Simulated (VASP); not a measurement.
# GaN (Fm-3m) in VASP: further runs

One crystal, GaN, is run at these levels: r2SCAN; tasks: single point.

Everything below comes from runs of VASP 6.6.1. Logs are shortened: lines on timing, memory, paths and dates and some standing lists are left out, and cuts for length are marked.

### 1 The crystal as given

The structure is cubic, space group Fm-3m (No. 225). The conventional cell has a = 4.270 Å, b = 4.270 Å, c = 4.270 Å, α = 90.00°, β = 90.00°, γ = 90.00°. Ga (site symmetry m-3m) has 6 N at 2.14 Å as nearest neighbours. N (site symmetry m-3m) has 6 Ga at 2.14 Å as nearest neighbours.

Measurements of this composition are mostly on another form, of space group No. 186.

### 2 Single point, r2SCAN

File INCAR:

```
PREC = Accurate
ENCUT = 400
EDIFF = 1E-7
ISMEAR = 0
SIGMA = 0.05
LREAL = F
LASPH = T
NELM = 100
ALGO = Normal
ISIF = 2
LWAVE = F
LCHARG = F
METAGGA = R2SCAN
LMIXTAU = T
NBANDS = 16
ADDGRID = F
```

File KPOINTS:

```
Automatic mesh
0
Gamma
  6 6 6
```

File POSCAR:

```
GaN
1.0
    0.0000000000      2.1352350000      2.1352350000
    2.1352350000      0.0000000000      2.1352350000
    2.1352350000      2.1352350000      0.0000000000
Ga N
1 1
Direct
    0.0000000000      0.0000000000      0.0000000000
    0.5000000000      0.5000000000      0.5000000000
```

Potentials or basis: VASP PAW PBE potentials, release 64 (Ga_d, N).

Command:

```
$ cat potpaw_PBE.64/Ga_d/POTCAR potpaw_PBE.64/N/POTCAR > POTCAR
$ mpirun -np 1 vasp_std > vasp.out
```

OUTCAR:

```text
PREC = Accurate
   ENCUT = 400
   EDIFF = 1E-7
   ISMEAR = 0
   LREAL = F
   LASPH = T
   NELM = 100
   ISIF = 2
   METAGGA = R2SCAN

 Found     16 irreducible k-points:

 Following reciprocal coordinates:
            Coordinates               Weight
  0.000000  0.000000  0.000000      1.000000
  0.166667  0.000000  0.000000      8.000000
  0.333333  0.000000  0.000000      8.000000
  0.500000  0.000000  0.000000      4.000000
  0.166667  0.166667  0.000000      6.000000
  0.333333  0.166667  0.000000     24.000000
   k-points           NKPTS =     16   k-points in BZ     NKDIM =     16   number of bands    NBANDS=     16
   number of dos      NEDOS =    301   number of ions     NIONS =      2
   total plane-waves  NPLWV =   8000
   dimension x,y,z NGX =    20 NGY =   20 NGZ =   20
   dimension x,y,z NGXF=    40 NGYF=   40 NGZF=   40
   ions per type =               1   1
   NGX,Y,Z   is equivalent  to a cutoff of  11.01, 11.01, 11.01 a.u.
   NGXF,Y,Z  is equivalent  to a cutoff of  22.02, 22.02, 22.02 a.u.
 SYSTEM =  unknown system
   PREC   = accura    normal or accurate (medium, high low for compatibility)
   ISTART =      0    job   : 0-new  1-cont  2-samecut
   ICHARG =      2    charge: 1-file 2-atom 10-const
   ISPIN  =      1    spin polarized calculation?
   LNONCOLLINEAR =      F non collinear calculations
   LSORBIT =      F    spin-orbit coupling
   LASPH  =      T    aspherical Exc in radial PAW
   ENCUT  =  400.0 eV  29.40 Ry    5.42 a.u.   4.92  4.92  4.92*2*pi/ulx,y,z
   NELM   =    100;   NELMIN=  2; NELMDL= -5     # of ELM steps
   EDIFF  = 0.1E-06   stopping-criterion for ELM
   LREAL  =      F    real-space projection
   EDIFFG = 0.1E-05   stopping-criterion for IOM
   NSW    =      0    number of steps for IOM
   IBRION =     -1    ionic relax: 0-MD 1-quasi-New 2-CG
   NFREE  =      0    steps in history (QN), initial steepest desc. (CG)
   ISIF   =      2    stress and relaxation
   ISYM   =      2    0-nonsym 1-usesym 2-fastsym
   POTIM  = 0.5000    time-step for ionic-motion
   TEBEG  =    0.0;   TEEND  =   0.0 temperature during run
   PSTRESS=    0.0 pullay stress
   NELECT =      18.0000    total number of electrons
   NUPDOWN=      -1.0000    fix difference up-down
   EMIN   =  10.00;   EMAX   =-10.00  energy-range for DOS
   EFERMI =   0.00;   METHOD = LEGACY
   ISMEAR =     0;   SIGMA  =   0.05  broadening in eV -4-tet -1-fermi 0-gaus
   EFERMI_NEDOS =   21; number of points for ismear=-14 and -15
   IALGO  =     38    algorithm
   IMIX   =      4    mixing-type and parameters
     AMIX     =   0.40;   BMIX     =  1.00
     AMIX_MAG =   1.60;   BMIX_MAG =  1.00
  volume/ion in A,a.u.               =       9.74        65.70
  Fermi-wavevector in a.u.,A,eV,Ry     =   1.594814  3.013761 34.605481  2.543431
  Thomas-Fermi vector in A             =   2.692830
   LORBIT       =      0    0 simple, 1 ext, 2 COOP (PROOUT), +10 PAW based schemes
   METAGGA = R2SCAN    functional components
   LHFCALC =     F    Hartree Fock is set to
   AEXX    =    0.0000 exact exchange contribution
   IVDW    =     0    specifies the selected vdW correction
   LEPSILON=     F    determine dielectric tensor
   LRPA    =     F    only Hartree local field effects (RPA)
 non-spin polarized calculation
 Gauss-broadening in eV      SIGMA  =   0.05
  energy-cutoff  :      400.00
  volume of cell :       19.47
 maximum number of plane-waves:       366
   NGX =  9   NGY =  9   NGZ =  9

 number of electron      17.9999992 magnetization

 Free energy of the ion-electron system (eV)
  ---------------------------------------------------
  ext. energy  EPLUGINS =         0.00000000
  ---------------------------------------------------
  free energy    TOTEN  =       -20.92806364 eV

  energy without entropy =      -20.92806364  energy(sigma->0) =      -20.92806364

 E-fermi :   7.5621     XC(G=0): -13.9733

 val. band max:        7.3075231652   @ k =  -0.1667   0.1667   0.0000
 cond. band min:       8.1776148624   @ k =   0.5000   0.5000   0.0000
 fundamental gap:      0.8700916972
 Fermi energy:         7.5621356742

 k-point     1 :       0.0000    0.0000    0.0000
  band No.  band energies     occupation
      1     -10.4775      2.00000
      2      -7.1303      2.00000
      3      -7.1303      2.00000
      4      -7.1302      2.00000
      5      -7.0668      2.00000
      6      -7.0668      2.00000
[... 8 lines left out ...]
     15      23.7371      0.00000
     16      23.7371      0.00000

 k-point     2 :       0.1667    0.0000    0.0000
  band No.  band energies     occupation
      1      -9.9604      2.00000
      2      -7.1471      2.00000
      3      -7.1405      2.00000
      4      -7.1405      2.00000
      5      -7.0661      2.00000
      6      -7.0660      2.00000
[... 8 lines left out ...]
     15      24.4150      0.00000
     16      24.4151      0.00000

 k-point     3 :       0.3333    0.0000    0.0000
  band No.  band energies     occupation
      1      -8.6156      2.00000
      2      -7.2456      2.00000
      3      -7.2456      2.00000
      4      -7.1897      2.00000
      5      -6.9780      2.00000
      6      -6.9779      2.00000
[... 8 lines left out ...]
     15      27.4834      0.00000
     16      27.4835      0.00000

 k-point     4 :       0.5000    0.0000    0.0000
  band No.  band energies     occupation
      1      -7.5417      2.00000
      2      -7.2993      2.00000
      3      -7.2993      2.00000
      4      -7.2976      2.00000
      5      -6.9304      2.00000
      6      -6.9303      2.00000
[... 8 lines left out ...]
     15      31.2373      0.00000
     16      31.2375      0.00000

 k-point     5 :       0.1667    0.1667    0.0000
  band No.  band energies     occupation
      1      -9.8354      2.00000
      2      -7.1689      2.00000
      3      -7.1347      2.00000
      4      -7.0784      2.00000
      5      -7.0783      2.00000
      6      -7.0419      2.00000
[... 8 lines left out ...]
     15      28.0135      0.00000
     16      28.0137      0.00000

 k-point     6 :       0.3333    0.1667    0.0000
  band No.  band energies     occupation
      1      -8.9889      2.00000
      2      -7.1976      2.00000
      3      -7.1242      2.00000
      4      -7.1109      2.00000
      5      -6.9622      2.00000
      6      -6.8649      2.00000
[... 8 lines left out ...]
     15      28.6155      0.00000
     16      29.7839      0.00000

 [... further k-points ...]

------------------------ aborting loop because EDIFF is reached ----------------------------------------

  FORCE on cell =-STRESS in cart. coord.  units (eV):
  Direction    XX          YY          ZZ          XY          YZ          ZX
  --------------------------------------------------------------------------------------
  -------------------------------------------------------------------------------------
  Total       -1.5063975     -1.5063975     -1.5063975     -0.0000000      0.0000000      0.0000000
  in kB     -123.9604477   -123.9604477   -123.9604477     -0.0000000      0.0000000      0.0000000
  external PRESSURE =    -123.9604477 kB  Pullay stress =       0.0000000 kB

 VOLUME and BASIS-vectors are now :
 -----------------------------------------------------------------------------
  energy-cutoff  :      400.00
  volume of cell :       19.47
      direct lattice vectors                 reciprocal lattice vectors
     0.000000000  2.135235000  2.135235000    -0.234166263  0.234166263  0.234166263
     2.135235000  0.000000000  2.135235000     0.234166263 -0.234166263  0.234166263
     2.135235000  2.135235000  0.000000000     0.234166263  0.234166263 -0.234166263

 POSITION                                       TOTAL-FORCE (eV/Angst)
 -----------------------------------------------------------------------------------
      0.00000      0.00000      0.00000        -0.000000     -0.000000     -0.000000
      2.13524      2.13524      2.13524         0.000000      0.000000      0.000000
 -----------------------------------------------------------------------------------
    total drift:                                0.000000     -0.000000     -0.000000

  FREE ENERGIE OF THE ION-ELECTRON SYSTEM (eV)
  ---------------------------------------------------
  free  energy   TOTEN  =       -20.9280636437 eV

  energy  without entropy=      -20.9280636437  energy(sigma->0) =      -20.92806364
```

stdout:

```text
POSCAR found type information on POSCAR GaN
 POSCAR found :  2 types and       2 ions
 scaLAPACK will be used
 -----------------------------------------------------------------------------
|                                                                             |
|                                                                             |
|     You enforced a specific xc type in the INCAR file but a different       |
|     I HOPE YOU KNOW WHAT YOU ARE DOING!                                     |
|                                                                             |
 -----------------------------------------------------------------------------

 LDA part: xc-table for (None), standard interpolation
 POSCAR, INCAR and KPOINTS ok, starting setup
 FFT: planning ... GRIDC
 FFT: planning ... GRID_SOFT
 FFT: planning ... GRID
 WAVECAR not read
 entering main loop
```

Run time: 35 s. Hardware: 1 thread of AMD EPYC 7R43 (Zen 3), shared host; peak memory 0.09 GiB.

These settings aren't checked as converged: the numbers below hold their error.

Results:

```yaml
Free_energy: -20.9281 eV
Band_gap_on_the_k_mesh: 0.87 eV, indirect (least direct gap 2.89 eV)
```

Caveat: the k mesh is coarse (spacing up to 0.42 Å⁻¹), so the values aren't converged; the cutoff is under 1.25 times the usual one of these potentials, so pressure, stress and relaxed cells hold a basis-set (Pulay) error; the PAW data sets were made with another functional, which shifts forces and pressure a little.

### 3 Single point, r2SCAN

INCAR: that of step 2 with these lines changed.

```diff
@@ -4,3 +4,3 @@
 ISMEAR = 0
-SIGMA = 0.05
+SIGMA = 0.5
 LREAL = F
```

KPOINTS is that of step 2.

POSCAR is that of step 2.

Potentials or basis: VASP PAW PBE potentials, release 64 (Ga_d, N).

Command:

```
$ cat potpaw_PBE.64/Ga_d/POTCAR potpaw_PBE.64/N/POTCAR > POTCAR
$ mpirun -np 1 vasp_std > vasp.out
```

OUTCAR:

```text
PREC = Accurate
   ENCUT = 400
   EDIFF = 1E-7
   ISMEAR = 0
   LREAL = F
   LASPH = T
   NELM = 100
   ISIF = 2
   METAGGA = R2SCAN

 Found     16 irreducible k-points:

 Following reciprocal coordinates:
            Coordinates               Weight
  0.000000  0.000000  0.000000      1.000000
  0.166667  0.000000  0.000000      8.000000
  0.333333  0.000000  0.000000      8.000000
  0.500000  0.000000  0.000000      4.000000
  0.166667  0.166667  0.000000      6.000000
  0.333333  0.166667  0.000000     24.000000
   k-points           NKPTS =     16   k-points in BZ     NKDIM =     16   number of bands    NBANDS=     16
   number of dos      NEDOS =    301   number of ions     NIONS =      2
   total plane-waves  NPLWV =   8000
   dimension x,y,z NGX =    20 NGY =   20 NGZ =   20
   dimension x,y,z NGXF=    40 NGYF=   40 NGZF=   40
   ions per type =               1   1
   NGX,Y,Z   is equivalent  to a cutoff of  11.01, 11.01, 11.01 a.u.
   NGXF,Y,Z  is equivalent  to a cutoff of  22.02, 22.02, 22.02 a.u.
 SYSTEM =  unknown system
   PREC   = accura    normal or accurate (medium, high low for compatibility)
   ISTART =      0    job   : 0-new  1-cont  2-samecut
[... 55 lines left out ...]

 E-fermi :   7.9256     XC(G=0): -13.9735

 val. band max:        7.2975485236   @ k =  -0.1667   0.1667   0.0000
 cond. band min:       8.1768715805   @ k =   0.5000   0.5000   0.0000
 fundamental gap:      0.8793230569
 Fermi energy:         7.9256235561

 k-point     1 :       0.0000    0.0000    0.0000
  band No.  band energies     occupation
      1     -10.4840      2.00000
      2      -7.1216      2.00000
      3      -7.1216      2.00000
      4      -7.1216      2.00000
      5      -7.0582      2.00000
      6      -7.0582      2.00000
[... 91 lines left out ...]
      3      -7.1157      2.00000
      4      -7.1029      2.00000
      5      -6.9535      2.00000
      6      -6.8582      2.00000
[... 8 lines left out ...]
     15      28.6161      0.00000
     16      29.7837      0.00000

 [... further k-points ...]

------------------------ aborting loop because EDIFF is reached ----------------------------------------

  FORCE on cell =-STRESS in cart. coord.  units (eV):
  Direction    XX          YY          ZZ          XY          YZ          ZX
  --------------------------------------------------------------------------------------
  -------------------------------------------------------------------------------------
  Total       -1.4618837     -1.4618837     -1.4618837     -0.0000000     -0.0000000      0.0000000
  in kB     -120.2974388   -120.2974388   -120.2974388     -0.0000000     -0.0000000      0.0000000
  external PRESSURE =    -120.2974388 kB  Pullay stress =       0.0000000 kB

 VOLUME and BASIS-vectors are now :
 -----------------------------------------------------------------------------
  energy-cutoff  :      400.00
  volume of cell :       19.47
      direct lattice vectors                 reciprocal lattice vectors
     0.000000000  2.135235000  2.135235000    -0.234166263  0.234166263  0.234166263
     2.135235000  0.000000000  2.135235000     0.234166263 -0.234166263  0.234166263
     2.135235000  2.135235000  0.000000000     0.234166263  0.234166263 -0.234166263

 POSITION                                       TOTAL-FORCE (eV/Angst)
 -----------------------------------------------------------------------------------
      0.00000      0.00000      0.00000         0.000000      0.000000      0.000000
      2.13524      2.13524      2.13524        -0.000000     -0.000000     -0.000000
 -----------------------------------------------------------------------------------
    total drift:                                0.000000     -0.000000     -0.000000

  FREE ENERGIE OF THE ION-ELECTRON SYSTEM (eV)
  ---------------------------------------------------
  free  energy   TOTEN  =       -20.9303255876 eV

  energy  without entropy=      -20.9215686893  energy(sigma->0) =      -20.92594714
```

Run time: 37 s. Hardware: 1 thread of AMD EPYC 7R43 (Zen 3), shared host; peak memory 0.09 GiB.

These settings aren't checked as converged: the numbers below hold their error.

What came out:

```yaml
Free_energy: -20.9303 eV
Band_gap_on_the_k_mesh: 0.88 eV, indirect (least direct gap 2.89 eV)
```

Caveat: the k mesh is coarse (spacing up to 0.42 Å⁻¹), so the values aren't converged; the cutoff is under 1.25 times the usual one of these potentials, so pressure, stress and relaxed cells hold a basis-set (Pulay) error; the PAW data sets were made with another functional, which shifts forces and pressure a little.

### 4 Single point, r2SCAN

INCAR: that of step 3 with these lines changed.

```diff
@@ -4,3 +4,3 @@
 ISMEAR = 0
-SIGMA = 0.5
+SIGMA = 0.2
 LREAL = F
```

KPOINTS is that of step 3.

POSCAR is that of step 3.

Command:

```
$ cat potpaw_PBE.64/Ga_d/POTCAR potpaw_PBE.64/N/POTCAR > POTCAR
$ mpirun -np 1 vasp_std > vasp.out
```

Run time: 35 s. Hardware: 1 thread of AMD EPYC 7R43 (Zen 3), shared host; peak memory 0.1 GiB.

The run converged, but some of its settings lie outside the range that counts as converged, so its numbers aren't taken as properties of the crystal.

Results:

* Free energy: -20.9281 eV
* Band gap on the k mesh: 0.87 eV, indirect (least direct gap 2.89 eV)

Caveat: the k mesh is coarse (spacing up to 0.42 Å⁻¹), so the values aren't converged; the cutoff is under 1.25 times the usual one of these potentials, so pressure, stress and relaxed cells hold a basis-set (Pulay) error; the PAW data sets were made with another functional, which shifts forces and pressure a little.

### 5 The reference run

An earlier run on the cell as given: functional PBE; potentials or basis VASP PAW PBE potentials, release 64 (Ga_d, N); cutoff 520 eV; k mesh 11 × 11 × 11; occupations fermi-dirac, width 0.05 eV; no spin polarisation.

- Pressure: 0.4 GPa
- Band gap on the k mesh: 0.54 eV, indirect (least direct gap 2.37 eV)
